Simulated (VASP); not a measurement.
# Al (Fm-3m) in VASP: settings compared

Aim: see how the results for Al move with the level of theory and the settings. Levels: LDA, PBE. Tasks: phonons, elastic constants.

All numbers are computed with VASP 6.6.1; they aren't measurements. Logs are shortened: lines on timing, memory, paths and dates and some standing lists are left out, and cuts for length are marked.

### 1 The crystal as given

Symmetry: Fm-3m, No. 225, cubic system. The conventional cell has a = 4.050 Å, b = 4.050 Å, c = 4.050 Å, α = 90.00°, β = 90.00°, γ = 90.00°. Al (site symmetry m-3m) is surrounded by 12 Al at 2.86 Å.

### 2 Phonons, LDA

POSCAR reads:

```
Al
1.0
    0.0000000000      2.0248050000      2.0248050000
    2.0248050000      0.0000000000      2.0248050000
    2.0248050000      2.0248050000      0.0000000000
Al
1
Direct
    0.0000000000      0.0000000000      0.0000000000
```

INCAR.step1 reads:

```
PREC = Accurate
ENCUT = 600
EDIFF = 1E-8
ISMEAR = -1
SIGMA = 0.05
LREAL = F
LASPH = T
NELM = 80
ALGO = Fast
ISIF = 3
LWAVE = F
LCHARG = F
IBRION = 2
NSW = 40
EDIFFG = -0.002
```

INCAR.step2 reads:

```
PREC = Accurate
ENCUT = 600
EDIFF = 1E-8
ISMEAR = -1
SIGMA = 0.05
LREAL = F
LASPH = T
NELM = 80
ALGO = Fast
ISIF = 2
LWAVE = F
LCHARG = F
IBRION = 8
NSW = 1
```

KPOINTS reads:

```
Automatic mesh
0
Gamma
  8 8 8
```

Potentials or basis: VASP PAW LDA potentials, release 64 (Al).

On the command line:

```console
$ cat potpaw_LDA.64/Al/POTCAR > POTCAR
$ cp INCAR.step1 INCAR
$ mpirun -np 1 vasp_std > vasp.out
$ cp CONTCAR POSCAR
$ cp INCAR.step2 INCAR
$ mpirun -np 1 vasp_std > vasp.out
```

OUTCAR:

```text
PREC = Accurate
   ENCUT = 600
   EDIFF = 1E-8
   ISMEAR = -1
   LREAL = F
   LASPH = T
   NELM = 80
   ISIF = 2
   IBRION = 8
   NSW = 1

 ion  position               nearest neighbor table
   1  0.000  0.000  0.000-

  LATTYP: Found a face centered cubic cell.
 ALAT       =     3.9875927612

  Lattice vectors:

 A1 = (   0.0000000000,   1.9937963806,   1.9937963806)
 A2 = (   1.9937963806,   0.0000000000,   1.9937963806)
 A3 = (   1.9937963806,   1.9937963806,   0.0000000000)

Analysis of symmetry for initial positions (statically):
=====================================================================
 Subroutine PRICEL returns:
 Original cell was already a primitive cell.

 Routine SETGRP: Setting up the symmetry group for a
 face centered cubic supercell.

 Subroutine GETGRP returns: Found 48 space group operations
 (whereof 48 operations were pure point group operations)
 out of a pool of 48 trial point group operations.

The static configuration has the point symmetry O_h .

Analysis of symmetry for dynamics (positions and initial velocities):
=====================================================================
 Subroutine PRICEL returns:
 Original cell was already a primitive cell.

 Routine SETGRP: Setting up the symmetry group for a
 face centered cubic supercell.

 Subroutine GETGRP returns: Found 48 space group operations
 (whereof 48 operations were pure point group operations)
 out of a pool of 48 trial point group operations.

The dynamic configuration has the point symmetry O_h .

 Subroutine INISYM returns: Found 48 space group operations
 (whereof 48 operations are pure point group operations),
 and found     1 'primitive' translations

----------------------------------------------------------------------------------------

                                     Primitive cell

  volume of cell :      15.8516

  direct lattice vectors                    reciprocal lattice vectors
     0.000000000  1.993796381  1.993796381    -0.250777865  0.250777865  0.250777865
     1.993796381  0.000000000  1.993796381     0.250777865 -0.250777865  0.250777865
     1.993796381  1.993796381  0.000000000     0.250777865  0.250777865 -0.250777865

  length of vectors
     2.819653882  2.819653882  2.819653882     0.434360004  0.434360004  0.434360004

  position of ions in fractional coordinates (direct lattice)
     0.000000000  0.000000000  0.000000000

  ion indices of the primitive-cell ions
   primitive index   ion index
                 1           1

----------------------------------------------------------------------------------------

 KPOINTS: Automatic mesh

Automatic generation of k-mesh.
 Grid dimensions read from file:
 generate k-points for:    8    8    8

 Generating k-lattice:

  Cartesian coordinates                     Fractional coordinates (reciprocal lattice)
    -0.031347233  0.031347233  0.031347233     0.125000000  0.000000000  0.000000000
     0.031347233 -0.031347233  0.031347233     0.000000000  0.125000000  0.000000000
     0.031347233  0.031347233 -0.031347233     0.000000000  0.000000000  0.125000000

  Length of vectors
     0.054295000  0.054295000  0.054295000

  Shift w.r.t. Gamma in fractional coordinates (k-lattice)
[... 58 lines left out ...]
   ISIF   =      2    stress and relaxation
   ISYM   =      2    0-nonsym 1-usesym 2-fastsym
   POTIM  = 0.5000    time-step for ionic-motion
   TEBEG  =    0.0;   TEEND  =   0.0 temperature during run
   PSTRESS=    0.0 pullay stress
   NELECT =       3.0000    total number of electrons
   NUPDOWN=      -1.0000    fix difference up-down
   EMIN   =  10.00;   EMAX   =-10.00  energy-range for DOS
   EFERMI =   0.00;   METHOD = LEGACY
   ISMEAR =    -1;   SIGMA  =   0.05  broadening in eV -4-tet -1-fermi 0-gaus
   EFERMI_NEDOS =   21; number of points for ismear=-14 and -15
   IALGO  =     68    algorithm
   IMIX   =      4    mixing-type and parameters
     AMIX     =   0.40;   BMIX     =  1.00
     AMIX_MAG =   1.60;   BMIX_MAG =  1.00
  volume/ion in A,a.u.               =      15.85       106.97
  Fermi-wavevector in a.u.,A,eV,Ry     =   0.939920  1.776192 12.020074  0.883451
  Thomas-Fermi vector in A             =   2.067281
   LORBIT       =      0    0 simple, 1 ext, 2 COOP (PROOUT), +10 PAW based schemes
   GGA     = CA    functional components
   LHFCALC =     F    Hartree Fock is set to
   AEXX    =    0.0000 exact exchange contribution
   IVDW    =     0    specifies the selected vdW correction
   LEPSILON=     F    determine dielectric tensor
   LRPA    =     F    only Hartree local field effects (RPA)
 non-spin polarized calculation
 RMM-DIIS sequential band-by-band and
  energy-cutoff  :      600.00
  volume of cell :       15.85
 maximum number of plane-waves:       544
 NGX is ok and might be reduce to    24
   NGX = 11   NGY = 11   NGZ = 11

--------------------------------------- Ionic step        1  -------------------------------------------

 number of electron       3.0000000 magnetization

 Free energy of the ion-electron system (eV)
  ---------------------------------------------------
  ext. energy  EPLUGINS =         0.00000000
  ---------------------------------------------------
  free energy    TOTEN  =        -4.18791735 eV

  energy without entropy =       -4.18378989  energy(sigma->0) =       -4.18585362

 E-fermi :   8.2533     XC(G=0): -10.4918

 val. band max:        7.8661287759   @ k =  -0.2500   0.3750   0.1250
 cond. band min:       8.3484167503   @ k =   0.5000   0.2500   0.1250
 fundamental gap:      0.4822879744
 Fermi energy:         8.2532994014

 k-point     1 :       0.0000    0.0000    0.0000
  band No.  band energies     occupation
      1      -3.1643      2.00000
      2      21.0054      0.00000
      3      21.0054      0.00000
      4      21.0054      0.00000
      5      22.6368      0.00000
[... 177 lines left out ...]
 k-point    24 :      -0.3750    0.2500    0.1250
  band No.  band energies     occupation
      1       4.5717      2.00000
      2       4.8814      2.00000
      3      13.2600      0.00000
      4      13.8229      0.00000
      5      21.7978      0.00000

 [... further k-points ...]

------------------------ aborting loop because EDIFF is reached ----------------------------------------

  FORCE on cell =-STRESS in cart. coord.  units (eV):
  Direction    XX          YY          ZZ          XY          YZ          ZX
  --------------------------------------------------------------------------------------
  -------------------------------------------------------------------------------------
  Total        0.0005552      0.0005552      0.0005552     -0.0000000     -0.0000000      0.0000000
  in kB        0.0561179      0.0561179      0.0561179     -0.0000000     -0.0000000      0.0000000
  external PRESSURE =       0.0561179 kB  Pullay stress =       0.0000000 kB

 VOLUME and BASIS-vectors are now :
 -----------------------------------------------------------------------------
  energy-cutoff  :      600.00
  volume of cell :       15.85
      direct lattice vectors                 reciprocal lattice vectors
     0.000000000  1.993796381  1.993796381    -0.250777865  0.250777865  0.250777865
     1.993796381  0.000000000  1.993796381     0.250777865 -0.250777865  0.250777865
     1.993796381  1.993796381  0.000000000     0.250777865  0.250777865 -0.250777865

 POSITION                                       TOTAL-FORCE (eV/Angst)
 -----------------------------------------------------------------------------------
      0.00000      0.00000      0.00000         0.000000      0.000000     -0.000000
 -----------------------------------------------------------------------------------
    total drift:                                0.000000     -0.000000     -0.000000

  FREE ENERGIE OF THE ION-ELECTRON SYSTEM (eV)
  ---------------------------------------------------
  free  energy   TOTEN  =        -4.1879173527 eV

  energy  without entropy=       -4.1837898936  energy(sigma->0) =       -4.18585362

[... ionic steps 2 to 3 ...]

--------------------------------------- Ionic step        4  -------------------------------------------

 Free energy of the ion-electron system (eV)
  ---------------------------------------------------
  ---------------------------------------------------
  free energy    TOTEN  =        -0.00268383 eV

  energy without entropy =       -0.00268383

------------------------ aborting loop because EDIFF is reached ----------------------------------------

 INTERNAL STRAIN TENSOR  FOR ION    1  DIRECTION 1   (eV/Angst):
 -----------------------------------------------------------------------------
     0.00306  0.00000 -0.00000
     0.00000  0.00104  0.00000
    -0.00000  0.00000  0.00104

 INTERNAL STRAIN TENSOR FOR ION    1 for displacements in x,y,z  (eV/Angst):
          X           Y           Z          XY          YZ          ZX
  --------------------------------------------------------------------------------
  x     0.00000     0.00000     0.00000     0.00000     0.00000     0.00000
  y     0.00000     0.00000     0.00000     0.00000     0.00000     0.00000
  z     0.00000     0.00000     0.00000     0.00000     0.00000     0.00000

 SECOND DERIVATIVES (NOT SYMMETRIZED)
 ------------------------------------
               1X          1Y          1Z
  1X     0.001418    0.000000    0.000000
  1Y     0.000000    0.001418    0.000000
  1Z     0.000000    0.000000    0.001418

 Eigenvectors and eigenvalues of the dynamical matrix
 ----------------------------------------------------

   1 f/i=    0.113350 THz     0.712198 2PiTHz    3.780944 cm-1     0.468777 meV
             X         Y         Z           dx          dy          dz
      0.000000  0.000000  0.000000     1.000000    0.000000    0.000000

   2 f/i=    0.113350 THz     0.712198 2PiTHz    3.780944 cm-1     0.468777 meV
             X         Y         Z           dx          dy          dz
      0.000000  0.000000  0.000000     0.000000    1.000000    0.000000

   3 f/i=    0.113350 THz     0.712198 2PiTHz    3.780944 cm-1     0.468777 meV
             X         Y         Z           dx          dy          dz
      0.000000  0.000000  0.000000     0.000000    0.000000    1.000000

--------------------------------------------------------------------------------------------------------

 ELASTIC MODULI CONTR FROM IONIC RELAXATION (kBar)
 Direction    XX          YY          ZZ          XY          YZ          ZX
 --------------------------------------------------------------------------------
 XX           0.0000      0.0000      0.0000      0.0000      0.0000      0.0000
 YY           0.0000      0.0000      0.0000      0.0000      0.0000      0.0000
 ZZ           0.0000      0.0000      0.0000      0.0000      0.0000      0.0000
 XY           0.0000      0.0000      0.0000      0.0000      0.0000      0.0000
 YZ           0.0000      0.0000      0.0000      0.0000      0.0000      0.0000
 ZX           0.0000      0.0000      0.0000      0.0000      0.0000      0.0000
 --------------------------------------------------------------------------------
```

Wall time 21 s (1 thread of Intel Xeon Platinum 8175M at 2.50GHz (Skylake/Cascade Lake), shared host); peak memory 0.14 GiB.

Results:

- Relaxed volume: 15.85 Å³/atom
- Relaxed cell: a = 2.820 Å, b = 2.820 Å, c = 2.820 Å, α = 60.00°, β = 60.00°, γ = 60.00°
- Space group after relaxing (to 0.05 Å): Fm-3m (No. 225)

The path:
| step | energy change (eV) | largest force (eV/Å) | pressure (GPa) | volume (Å³) |
| --- | --- | --- | --- | --- |
| 1 | 0.0000 | 0.0000 | -3.68 | 16.60 |
| 2 | -0.0086 | 0.0000 | 0.84 | 15.70 |
| 3 | -0.0090 | 0.0000 | 0.01 | 15.85 |

Final structure:
```
CELL_PARAMETERS angstrom
0.00000 1.99380 1.99380
1.99380 0.00000 1.99380
1.99380 1.99380 0.00000
ATOMIC_POSITIONS crystal
Al 0.00000 0.00000 0.00000
```

### 3 Elastic constants, LDA

POSCAR is that of step 2.

INCAR.step1 reads:

```
SYSTEM = Al
PREC = Accurate
ENCUT = 600
EDIFF = 1E-8
ISMEAR = -1
SIGMA = 0.05
LREAL = .FALSE.
LASPH = .TRUE.
NELM = 100
ALGO = Normal
ISIF = 3
LWAVE = .FALSE.
LCHARG = .FALSE.
GGA = CA
IBRION = 2
NSW = 40
EDIFFG = -0.002
```

INCAR.step2 reads:

```
SYSTEM = Al
PREC = Accurate
ENCUT = 600
EDIFF = 1E-8
ISMEAR = -1
SIGMA = 0.05
LREAL = .FALSE.
LASPH = .TRUE.
NELM = 100
ALGO = Normal
ISIF = 3
LWAVE = .FALSE.
LCHARG = .FALSE.
GGA = CA
IBRION = 6
NFREE = 2
POTIM = 0.015
NSW = 1
```

KPOINTS reads:

```
Automatic mesh
0
G
  8 8 8
  0 0 0
```

Potentials or basis: VASP PAW LDA potentials, release 64 (Al).

On the command line:

```console
$ cat potpaw_LDA.64/Al/POTCAR > POTCAR
$ cp INCAR.step1 INCAR
$ mpirun -np 1 vasp_std > vasp.out
$ cp CONTCAR POSCAR
$ cp INCAR.step2 INCAR
$ mpirun -np 1 vasp_std > vasp.out
```

Wall time 87 s (1 thread of Intel Xeon Platinum 8175M at 2.50GHz (Skylake/Cascade Lake), shared host); peak memory 0.15 GiB.

Results (log left out):

- Relaxed volume: 15.85 Å³/atom
- Relaxed cell: a = 2.820 Å, b = 2.820 Å, c = 2.820 Å, α = 60.00°, β = 60.00°, γ = 60.00°
- Space group after relaxing (to 0.05 Å): Fm-3m (No. 225)
- Elastic constants C11, C12, C44: 223, 19, -4 GPa
- Voigt bulk modulus: 87 GPa

Step by step:
| step | energy change (eV) | largest force (eV/Å) | pressure (GPa) | volume (Å³) |
| --- | --- | --- | --- | --- |
| 1 | 0.0000 | 0.0000 | -3.68 | 16.60 |
| 2 | -0.0086 | 0.0000 | 0.84 | 15.70 |
| 3 | -0.0090 | 0.0000 | 0.01 | 15.85 |

Final structure:
```
Al
1.0
     0.00000    1.99380    1.99380
     1.99380    0.00000    1.99380
     1.99380    1.99380    0.00000
Al
1
Direct
  0.00000 0.00000 0.00000
```

Elastic tensor in Voigt notation (GPa, in the Cartesian axes of the cell as first typed):
```
223  19  19   0   0   0
 19 223  19   0   0   0
 19  19 223   0   0   0
  0   0   0  -4   0   0
  0   0   0   0  -4   0
  0   0   0   0   0  -4
```

Clamped-ion elastic tensor (GPa):
```
223  19  19   0   0   0
 19 223  19   0   0   0
 19  19 223   0   0   0
  0   0   0  -4   0   0
  0   0   0   0  -4   0
  0   0   0   0   0  -4
```

Caveat: the elastic tensor has a negative eigenvalue, so either the cell is unstable as it stands or the mesh is too thin.

(Continued in part 2 of 2.)
